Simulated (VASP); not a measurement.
# TiSi2 (Fddd) in VASP: settings compared, part 2 of 2

VASP 6.6.1.

## 4. Relaxation of cell and atoms, optB88-vdW

INCAR reads:

```
SYSTEM = TiSi2
AGGAC    = 0.0          
ALGO     = Normal         ! electronic algorithm
EDIFF    = 1E-6           ! SCF threshold, eV
EDIFFG   = -0.01          ! ionic threshold
ENCUT    = 600            ! plane-wave cutoff, eV
GGA      = BO             ! functional
IBRION   = 2              ! ionic algorithm
ISIF     = 3              ! what is computed and relaxed
ISMEAR   = -1             ! smearing method
LASPH    = .True.         ! aspherical terms in the spheres
LCHARG   = .False.        ! write CHGCAR
LREAL    = .False.        ! projectors in reciprocal space
LUSE_VDW = .True.       
LWAVE    = .False.        ! write WAVECAR
NELM     = 80             ! most SCF steps
NSW      = 60             ! ionic steps
PARAM1   = 0.1833333333 
PARAM2   = 0.22         
PREC     = Accurate       ! precision mode
SIGMA    = 0.05           ! smearing width, eV
```

KPOINTS reads:

```
k-points
0
Gamma
  5 5 5
  0 0 0
```

POSCAR reads:

```
TiSi2
1.0
    0.0000000000      4.1175163063      4.2628978354
    2.3895119538      0.0000000000      4.2628978354
    2.3895119538      4.1175163063      0.0000000000
Ti Si
2 4
Direct
    0.7500000000      0.7500000000      0.7500000000
    0.5000000000      0.5000000000      0.5000000000
    0.4125656100      0.0874343900      0.4125656100
    0.0874343900      0.4125656100      0.0874343900
    0.1625656100      0.8374343900      0.1625656100
    0.8374343900      0.1625656100      0.8374343900
```

The run is started by

```
> cat potpaw_PBE.64/Ti_sv/POTCAR potpaw_PBE.64/Si/POTCAR > POTCAR
> mpirun -np 1 vasp_std > vasp.out
```

It took 8.5 min on 1 thread of Intel Xeon 6975P-C (Granite Rapids), shared host; peak memory 0.67 GiB.

The run converged. Its results:

```yaml
Free_energy: -28.9344 eV
Relaxed_volume: 14.35 Å³/atom
Relaxed_cell: a = 5.980 Å, b = 4.929 Å, c = 4.803 Å, α = 75.82°, β = 53.05°, γ = 51.14°
Space_group_after_relaxing_to_0.05_Å: Fddd (No. 70)
Energy_gained_by_relaxing: 4.3 meV/atom
Ionic_steps: 7
Pressure_after_relaxing: 0.1 GPa
Band_gap_on_the_k_mesh: none (metal or under the smearing width)
```

Forces in eV/Å, atoms in the order of the input:
```
Ti   0.000  0.000  0.000
Ti   0.000  0.000  0.000
Si   0.000 -0.002  0.000
Si   0.000  0.002  0.000
Si   0.000 -0.002  0.000
Si   0.000  0.002  0.000
```

Stress tensor (GPa, compression positive):
```
-0.01  0.00  0.00
 0.00  0.07  0.00
 0.00  0.00  0.11
```

Step by step:
| step | energy change (eV) | largest force (eV/Å) | pressure (GPa) | volume (Å³) |
| --- | --- | --- | --- | --- |
| 1 | 0.0000 | 0.0125 | 3.78 | 83.88 |
| 2 | -0.0075 | 0.0380 | -2.83 | 87.95 |
| 3 | -0.0254 | 0.0267 | 0.03 | 86.05 |
| 4 | -0.0258 | 0.0193 | -0.01 | 86.13 |
| 5 | -0.0258 | 0.0192 | -0.02 | 86.13 |
| 6 | -0.0259 | 0.0144 | 0.02 | 86.12 |
| 7 | -0.0260 | 0.0023 | 0.05 | 86.08 |

Final structure:
```xyz
6
Lattice="0.0000 4.1553 4.3007 2.4085 0.0000 4.3007 2.4085 4.1553 0.0000" Properties=species:S:1:pos:R:3 pbc="T T T"
Ti    3.6128    6.2329    6.4511
Ti    2.4085    4.1553    4.3007
Si    1.2043    3.4240    2.1504
Si    1.2043    0.7313    2.1504
Si    2.4085    1.3463    4.3007
Si    2.4085    6.9642    4.3007
```

Levels at points of the mesh, in eV from the Fermi level:
```csv
k point,band 17,band 18,band 19,band 20,band 21,band 22,band 23,band 24
"(0.00, 0.00, 0.00)",-2.10,-1.96,-1.64,-1.16,-0.81,2.05,3.07,3.15
```

Caveat: the PAW data sets were made with another functional, which shifts forces and pressure a little.

## 5. Relaxation of cell and atoms, vdW-DF-cx

INCAR, as its differences from that of step 4:

```diff
@@ -6,3 +6,3 @@
 ENCUT    = 600            ! plane-wave cutoff, eV
-GGA      = BO             ! functional
+GGA      = CX             ! functional
 IBRION   = 2              ! ionic algorithm
@@ -17,4 +17,2 @@
 NSW      = 60             ! ionic steps
-PARAM1   = 0.1833333333 
-PARAM2   = 0.22         
 PREC     = Accurate       ! precision mode
```

KPOINTS is that of step 4.

POSCAR is that of step 4.

The run is started by

```
> cat potpaw_PBE.64/Ti_sv/POTCAR potpaw_PBE.64/Si/POTCAR > POTCAR
> mpirun -np 1 vasp_std > vasp.out
```

It took 7.8 min on 1 thread of Intel Xeon 6975P-C (Granite Rapids), shared host; peak memory 0.68 GiB.

It converged, with:

| Item | Value |
| --- | --- |
| Free energy | -31.5501 eV |
| Relaxed volume | 13.95 Å³/atom |
| Relaxed cell | a = 5.929 Å, b = 4.901 Å, c = 4.744 Å, α = 75.85°, β = 53.27°, γ = 50.88° |
| Space group after relaxing (to 0.05 Å) | Fddd (No. 70) |
| Energy gained by relaxing | 0.5 meV/atom |
| Ionic steps | 5 |
| Pressure after relaxing | 0.0 GPa |
| Largest force after relaxing | 0.008 eV/Å |
| Band gap on the k mesh | none (metal or under the smearing width) |

Forces on the atoms (eV/Å):
```
Ti   0.000  0.000  0.000
Ti   0.000  0.000  0.000
Si   0.000 -0.008  0.000
Si   0.000  0.008  0.000
Si   0.000 -0.008  0.000
Si   0.000  0.008  0.000
```

Step by step:
| step | energy change (eV) | largest force (eV/Å) | pressure (GPa) | volume (Å³) |
| --- | --- | --- | --- | --- |
| 1 | 0.0000 | 0.0006 | -0.04 | 83.88 |
| 2 | -0.0027 | 0.0131 | -0.23 | 83.84 |
| 3 | -0.0030 | 0.0099 | -0.19 | 83.85 |
| 4 | -0.0030 | 0.0074 | 0.15 | 83.65 |
| 5 | -0.0031 | 0.0084 | 0.04 | 83.72 |

Final structure:
```
CELL_PARAMETERS angstrom
0.00000 4.10102 4.28163
2.38408 0.00000 4.28163
2.38408 4.10102 0.00000
ATOMIC_POSITIONS crystal
Ti 0.75000 0.75000 0.75000
Ti 0.50000 0.50000 0.50000
Si 0.41253 0.08747 0.41253
Si 0.08747 0.41253 0.08747
Si 0.16253 0.83747 0.16253
Si 0.83747 0.16253 0.83747
```

Levels at points of the mesh, in eV from the Fermi level:
| k point | band 18 | band 19 | band 20 | band 21 | band 22 | band 23 |
| --- | --- | --- | --- | --- | --- | --- |
| (0.00, 0.00, 0.00) | -1.94 | -1.67 | -1.24 | -0.86 | 2.12 | 3.23 |

Caveat: the PAW data sets were made with another functional, which shifts forces and pressure a little.

## 6. Overview

```csv
level,gap on the mesh (eV),pressure (GPa),relaxed volume (Å³/atom),largest force (eV/Å)
r2SCAN,none,0.0,13.98,0.01
SCAN,none,0.0,14.00,0.01
optB88-vdW,none,0.1,14.35,-
vdW-DF-cx,none,0.0,13.95,0.01
```

Alike in all rows: task relaxation of cell and atoms; potentials or basis VASP PAW PBE potentials, release 64 (Ti_sv, Si); no spin polarisation; cell relaxed; k mesh 5 × 5 × 5; cutoff (eV) 600; smearing fermi-dirac 0.05 eV.

Caveats: the PAW data sets were made with another functional, which shifts forces and pressure a little.

Total energies depend on the potentials used, so only differences within one code and one set of settings carry meaning.
